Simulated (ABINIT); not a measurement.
Runs of ABINIT 10.8.3 (patched build) on Ta. The structure is cubic, space group Im-3m (No. 229). Conventional cell: a = 3.303 Å, b = 3.303 Å, c = 3.303 Å, α = 90.00°, β = 90.00°, γ = 90.00°. Ta (site symmetry m-3m) has 8 Ta at 2.86 Å as nearest neighbours. 

```csv
task,level,potentials or basis,k mesh,cutoff (eV),fine-grid cutoff,mesh quality,gap on the mesh (eV),pressure (GPa),V0 of scaled cells (Å³/atom),B0 (GPa)
single point,PBEsol,JTH PAW PBE v2.0,9 × 9 × 9,517,1034.03 eV,not flagged,none,(c),-,-
equation of state,revPBE+D3(BJ),JTH PAW PBE v2.0,11 × 11 × 11,408,816.342 eV,not flagged,-,-,17.51,209
equation of state,BLYP+D3,JTH PAW PBE v2.0,11 × 11 × 11,517,1034.03 eV,not flagged,-,-,17.54,222
single point,LDA,JTH PAW LDA v2.0,7 × 7 × 7,408,816.342 eV,coarse,none,-,-,-
band structure,BP86,JTH PAW PBE v2.0,11 × 11 × 11,408,816.342 eV,not flagged,none,-,-,-
equation of state,WC,JTH PAW PBE v2.0,11 × 11 × 11,408,816.342 eV,not flagged,-,-,17.74,209
equation of state,LDA,JTH PAW LDA v2.0,11 × 11 × 11,571,1142.88 eV,not flagged,-,-,17.20,(a)
band structure,SOGGA,JTH PAW PBE v2.0,11 × 11 × 11,517,1034.03 eV,not flagged,none,(b),-,-
```

Alike in all rows: no spin polarisation; cell as given; smearing fermi-dirac 0.05 eV.

**Question.** Estimate the missing entries.

**Answer.** (a) 225; (b) -5.3; (c) -3.8.

Caveats: some runs use coarse meshes; the PAW data sets were made with another functional, which shifts forces and pressure a little (some runs); pressures at fixed basis lie under the slope of the energies (some runs).

A k mesh can miss the band edges, and the runs leave out spin-orbit coupling on Ta.

A gap of «none» marks a metal or a gap under the smearing width.

Not every run made on this cell is shown here.
